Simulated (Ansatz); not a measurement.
## Ta in Ansatz: the effect of functional

Ta:

```
Ta
1.0
    -1.67301    1.67301    1.67301
     1.67301   -1.67301    1.67301
     1.67301    1.67301   -1.67301
Ta
1
Direct
  0.00000 0.00000 0.00000
```

The cell isn't the ideal one: volume scaled by 1.04.

Alike in all runs:

```yaml
Program: Ansatz 0.2.0
Task: single point
Potentials_or_basis: Ansatz PAW
k_mesh: 11 × 11 × 11
Occupations: fermi-dirac, width 0.05 eV
Spin: no spin polarisation
```

**Question.** One run gave: pressure -4.8 GPa. Which functional did it use?
A. PBE
B. LDA
C. r2SCAN

**Answer.** A.

```tsv
functional	cutoff	pressure (GPa)
LDA	420 eV (not typed: the program's choice for these potentials)	-16.1
r2SCAN	500 eV (not typed: the program's choice for these potentials)	-7.3
PBE	420 eV (not typed: the program's choice for these potentials)	-4.8
```

Caveats: the PAW data sets come from PBE, with cores solved anew for the run's functional, which leaves a small shift of forces and pressure (some runs).
